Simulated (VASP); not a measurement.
# CaO (Fm-3m) in VASP: a series of runs, part 2 of 2

VASP 6.6.1. Earlier steps stand in the parts before.

**4. Relaxation of cell and atoms, RPBE**

The input, INCAR:

```
ALGO = Fast
EDIFF = 1E-7
EDIFFG = -0.005
ENCUT = 600
GGA = RP
IBRION = 2
ISIF = 3
ISMEAR = 0
LASPH = T
LCHARG = F
LREAL = F
LWAVE = F
NELM = 80
NSW = 90
PREC = Accurate
SIGMA = 0.02
```

The input, KPOINTS:

```
k-points
0
Gamma
  8 8 8
```

The input, POSCAR:

```
CaO
1.0
    0.0000000000      2.4535000000      2.4535000000
    2.4535000000      0.0000000000      2.4535000000
    2.4535000000      2.4535000000      0.0000000000
Ca O
1 1
Direct
    0.0000000000      0.0000000000      0.0000000000
    0.5000000000      0.5000000000      0.5000000000
```

Potentials or basis: VASP PAW PBE potentials, release 64 (Ca_sv, O).

On the command line:

```
$ cat potpaw_PBE.64/Ca_sv/POTCAR potpaw_PBE.64/O/POTCAR > POTCAR
$ mpirun -np 1 vasp_std > vasp.out
```

OUTCAR:

```text
EDIFF = 1E-7
   EDIFFG = -0.005
   ENCUT = 600
   GGA = RP
   IBRION = 2
   ISIF = 3
   ISMEAR = 0
   LASPH = T
   LREAL = F
   NELM = 80
   NSW = 90
   PREC = Accurate

 ion  position               nearest neighbor table
   1  0.000  0.000  0.000-   2 2.45   2 2.45   2 2.45   2 2.45   2 2.45   2 2.45
   2  0.500  0.500  0.500-   1 2.45   1 2.45   1 2.45   1 2.45   1 2.45   1 2.45

  LATTYP: Found a face centered cubic cell.
 ALAT       =     4.9070000000

  Lattice vectors:

 A1 = (   0.0000000000,   2.4535000000,   2.4535000000)
 A2 = (   2.4535000000,   0.0000000000,   2.4535000000)
 A3 = (   2.4535000000,   2.4535000000,   0.0000000000)

Analysis of symmetry for initial positions (statically):
=====================================================================
 Subroutine PRICEL returns:
 Original cell was already a primitive cell.

 Routine SETGRP: Setting up the symmetry group for a
 face centered cubic supercell.

 Subroutine GETGRP returns: Found 48 space group operations
 (whereof 48 operations were pure point group operations)
 out of a pool of 48 trial point group operations.

The static configuration has the point symmetry O_h .

Analysis of symmetry for dynamics (positions and initial velocities):
=====================================================================
 Subroutine PRICEL returns:
 Original cell was already a primitive cell.

 Routine SETGRP: Setting up the symmetry group for a
 face centered cubic supercell.

 Subroutine GETGRP returns: Found 48 space group operations
 (whereof 48 operations were pure point group operations)
 out of a pool of 48 trial point group operations.

The dynamic configuration has the point symmetry O_h .

 Subroutine INISYM returns: Found 48 space group operations
 (whereof 48 operations are pure point group operations),
 and found     1 'primitive' translations

----------------------------------------------------------------------------------------

                                     Primitive cell

  volume of cell :      29.5385
[... 135 lines left out ...]
  ext. energy  EPLUGINS =         0.00000000
  ---------------------------------------------------
  free energy    TOTEN  =       -12.10041371 eV

  energy without entropy =      -12.10041371  energy(sigma->0) =      -12.10041371

------------------------ aborting loop because EDIFF is reached ----------------------------------------

  FORCE on cell =-STRESS in cart. coord.  units (eV):
  Direction    XX          YY          ZZ          XY          YZ          ZX
  --------------------------------------------------------------------------------------
  -------------------------------------------------------------------------------------
  Total       -0.1190604     -0.1190604     -0.1190604      0.0000000     -0.0000000      0.0000000
  in kB       -6.4578777     -6.4578777     -6.4578777      0.0000000     -0.0000000      0.0000000
  external PRESSURE =      -6.4578777 kB  Pullay stress =       0.0000000 kB
[... 59 lines left out ...]
--------------------------------------- Ionic step        3  -------------------------------------------

 number of electron      16.0000005 magnetization

 Free energy of the ion-electron system (eV)
  ---------------------------------------------------
  ext. energy  EPLUGINS =         0.00000000
  ---------------------------------------------------
  free energy    TOTEN  =       -12.10083093 eV

  energy without entropy =      -12.10083093  energy(sigma->0) =      -12.10083093

 E-fermi :   2.3683     XC(G=0):  -9.9334

 val. band max:        2.2262042602   @ k =   0.0000   0.0000   0.0000
 cond. band min:       5.9770752839   @ k =   0.5000   0.5000   0.0000
 fundamental gap:      3.7508710237
 Fermi energy:         2.3683186136

 k-point     1 :       0.0000    0.0000    0.0000
  band No.  band energies     occupation
      1     -35.8065      2.00000
      2     -16.5503      2.00000
      3     -16.5503      2.00000
      4     -16.5503      2.00000
      5     -13.2944      2.00000
      6       2.2262      2.00000
      7       2.2262      2.00000
      8       2.2262      2.00000
      9       6.6598      0.00000
     10       8.3720      0.00000
     11       8.3720      0.00000
     12       8.3720      0.00000
[... 331 lines left out ...]
 k-point    24 :      -0.3750    0.2500    0.1250
  band No.  band energies     occupation
      1     -35.7167      2.00000
      2     -17.2406      2.00000
      3     -16.7425      2.00000
      4     -16.6518      2.00000
      5     -12.5491      2.00000
      6       0.2946      2.00000
      7       1.1644      2.00000
      8       1.2536      2.00000
      9       8.8252      0.00000
     10       8.9107      0.00000
     11      10.6754      0.00000
     12      10.7732      0.00000

 [... further k-points ...]

------------------------ aborting loop because EDIFF is reached ----------------------------------------

  FORCE on cell =-STRESS in cart. coord.  units (eV):
  Direction    XX          YY          ZZ          XY          YZ          ZX
  --------------------------------------------------------------------------------------
  -------------------------------------------------------------------------------------
  Total        0.0010924      0.0010924      0.0010924     -0.0000000     -0.0000000     -0.0000000
  in kB        0.0596682      0.0596682      0.0596682     -0.0000000     -0.0000000     -0.0000000
  external PRESSURE =       0.0596682 kB  Pullay stress =       0.0000000 kB
[... 17 lines left out ...]
  FREE ENERGIE OF THE ION-ELECTRON SYSTEM (eV)
  ---------------------------------------------------
  free  energy   TOTEN  =       -12.1008309258 eV

  energy  without entropy=      -12.1008309258  energy(sigma->0) =      -12.10083093

 reached required accuracy - stopping structural energy minimisation
```

OSZICAR:

```text
N       E                     dE             d eps       ncg     rms          rms(c)
DAV:   1     0.141713098377E+03    0.14171E+03   -0.93372E+03   696   0.149E+03
DAV:   2    -0.612158013918E+01   -0.14783E+03   -0.13688E+03   816   0.351E+02
DAV:   3    -0.135261104197E+02   -0.74045E+01   -0.73357E+01   864   0.808E+01
[... 51 lines left out ...]
RMM:   8    -0.121008381245E+02   -0.26641E-05   -0.23584E-06   823   0.128E-02    0.188E-02
RMM:   9    -0.121008336560E+02    0.44686E-05   -0.23065E-06   793   0.176E-02    0.833E-03
RMM:  10    -0.121008311208E+02    0.25352E-05   -0.30702E-06   776   0.183E-02    0.121E-03
RMM:  11    -0.121008309636E+02    0.15723E-06   -0.39521E-07   617   0.636E-03    0.218E-03
RMM:  12    -0.121008309258E+02    0.37747E-07   -0.90752E-08   441   0.248E-03
   3 F= -.12100831E+02 E0= -.12100831E+02  d E =-.417217E-03
```

CONTCAR:

```text
CaO
   1.00000000000000
     0.0000000000000000    2.4477987438954427    2.4477987438954427
     2.4477987438954427   -0.0000000000000000    2.4477987438954427
     2.4477987438954427    2.4477987438954427    0.0000000000000000
  Ca              O
     1     1
Direct
     0.0000000000000000    0.0000000000000000    0.0000000000000000
     0.5000000000000000    0.5000000000000000    0.5000000000000000

  0.00000000E+00  0.00000000E+00  0.00000000E+00
  0.00000000E+00  0.00000000E+00  0.00000000E+00
```

Wall time 40 s (1 thread of Intel Xeon Platinum 8488C (Sapphire Rapids), shared host); peak memory 0.17 GiB.

What came out:

```
Free energy                            : -12.1008 eV
Relaxed volume                         : 14.67 Å³/atom
Relaxed cell                           : a = 3.462 Å, b = 3.462 Å, c = 3.462 Å, α = 60.00°, β = 60.00°, γ = 60.00°
Space group after relaxing (to 0.05 Å) : Fm-3m (No. 225)
Energy gained by relaxing              : 0.2 meV/atom
Ionic steps                            : 3
Pressure after relaxing                : 0.0 GPa
Band gap on the k mesh                 : 3.75 eV, indirect (least direct gap 4.13 eV)
```

Step by step:
```
step  energy change (eV)  largest force (eV/Å)  pressure (GPa)  volume (Å³)
   1              0.0000                0.0000           -0.65        29.54
   2             -0.0004                0.0000            0.16        29.28
   3             -0.0004                0.0000            0.01        29.33
```

Final structure:
```cif
data_structure
_symmetry_space_group_name_H-M 'P 1'
_symmetry_Int_Tables_number 1
_cell_length_a 3.4617
_cell_length_b 3.4617
_cell_length_c 3.4617
_cell_angle_alpha 60.000
_cell_angle_beta 60.000
_cell_angle_gamma 60.000
_cell_volume 29.33
loop_
_atom_site_label
_atom_site_type_symbol
_atom_site_fract_x
_atom_site_fract_y
_atom_site_fract_z
_atom_site_occupancy
Ca1 Ca 0.00000 0.00000 0.00000 1
O1 O 0.50000 0.50000 0.50000 1
```

Caveat: the PAW data sets were made with another functional, which shifts forces and pressure a little. A k mesh can miss the band edges.

**5. Summary**

```tsv
level	potentials or basis	cutoff (eV)	gap on the mesh (eV)	pressure (GPa)	relaxed volume (Å³/atom)
PBEsol	VASP PAW PBE potentials, release 64 (Ca_pv, O)	580	3.53	0.0	13.52
PBEsol	VASP PAW PBE potentials, release 64 (Ca_sv, O_s)	480	3.53	0.0	13.61
RPBE	VASP PAW PBE potentials, release 64 (Ca_sv, O)	600	3.75	0.0	14.67
```

Alike in all rows: task relaxation of cell and atoms; no spin polarisation; cell relaxed; k mesh 8 × 8 × 8; smearing gaussian 0.02 eV.

Caveats: the PAW data sets were made with another functional, which shifts forces and pressure a little.

Absolute energies hang on the potentials; compare differences alone.
